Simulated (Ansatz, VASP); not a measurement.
## Si: VASP beside Ansatz

The input INCAR:

```
PREC = Accurate
ENCUT = 520
EDIFF = 1E-6
ISMEAR = 0
SIGMA = 0.05
LREAL = F
LASPH = T
NELM = 60
ALGO = Normal
ISIF = 2
LWAVE = F
LCHARG = F
GGA = PE
NBANDS = 11
```

File KPOINTS:

```
Automatic mesh
0
Gamma
  10 10 10
```

Contents of POSCAR:

```
Si
1.0
    0.0000000000      2.7988941211      2.7988941211
    2.7988941211      0.0000000000      2.7988941211
    2.7988941211      2.7988941211      0.0000000000
Si
2
Direct
    0.5000000000      0.5000000000      0.5000000000
    0.7500000000      0.7500000000      0.7500000000
```

Input for Ansatz:

```yaml
crystal:
  lattice:
    - [0.0, 2.7988941211, 2.7988941211]
    - [2.7988941211, 0.0, 2.7988941211]
    - [2.7988941211, 2.7988941211, 0.0]
  atoms:
    - { symbol: Si, position: [0.5, 0.5, 0.5] }
    - { symbol: Si, position: [0.75, 0.75, 0.75] }
basis:
  ecutwfc: 420
kpoints:
  mp_grid: { grid: [10, 10, 10] }
hamiltonian:
  xc: pbe
  pseudopotentials: { kind: paw, azcp: { folder: soft_1 } }
scf:
  occupations: { method: gaussian, width: 0.05 }
output:
  forces: true
  stress: true
  eigenvalues: true
```

Alike in both runs: task single point; functional PBE; k mesh 10 × 10 × 10; occupations gaussian, width 0.05 eV; no spin polarisation.

|  | VASP | Ansatz |
| --- | --- | --- |
| version | VASP 6.6.1 | Ansatz 0.2.0 |
| potentials or method | VASP PAW PBE potentials, release 64 (Si) | scalar-relativistic, plane waves, PAW |
| plane-wave cutoff (eV) | 520 | 420 |
| valence electrons in the cell | 8 | 8 |

```tsv
	VASP	Ansatz	Ansatz less VASP
gap on the k mesh at the Fermi level (eV)	0.73	0.73	-0.001
least direct gap on the mesh (eV)	2.34	2.34	-0.002
pressure (GPa)	-5.3	-5.3	+0.05
```

A k mesh can miss the band edges.
